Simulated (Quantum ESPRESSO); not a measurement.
Crystal: MgB2.

```
Mg B
1.0
     3.08500    0.00000    0.00000
    -1.54250    2.67169    0.00000
     0.00000    0.00000    3.52300
Mg B
1 2
Direct
  0.00000 0.00000 0.00000
  0.66667 0.33333 0.50000
  0.33333 0.66667 0.50000
```

- Program: Quantum ESPRESSO 7.5
- Task: phonons
- Functional: PBE
- Dispersion: D2
- Potentials or basis: SG15 PBE 1.2
- Cutoff: 952 eV
- Density cutoff: 3810 eV
- k mesh: 8 × 8 × 7
- Occupations: methfessel-paxton, width 0.2 eV
- Spin: no spin polarisation
- Mixing beta: 0.5
- Most SCF iterations: 120
- SCF threshold: 6e-10 Ry

Question: Where do the zone-centre optical modes lie?

Answer: E1u at 306 cm⁻¹ (IR); A2u at 361 cm⁻¹ (IR); E2g at 502 cm⁻¹ (Raman); B1g at 682 cm⁻¹ (silent).

Optical modes at Γ, degenerate ones joined:
```
cm⁻¹  components  symmetry  active in
 306           2       E1u         IR
 361           1       A2u         IR
 502           2       E2g      Raman
 682           1       B1g     silent
```

Caveat: the mesh is thin for the phonons of a metal; the cell is more than 3 GPa from zero pressure, which shifts response properties.
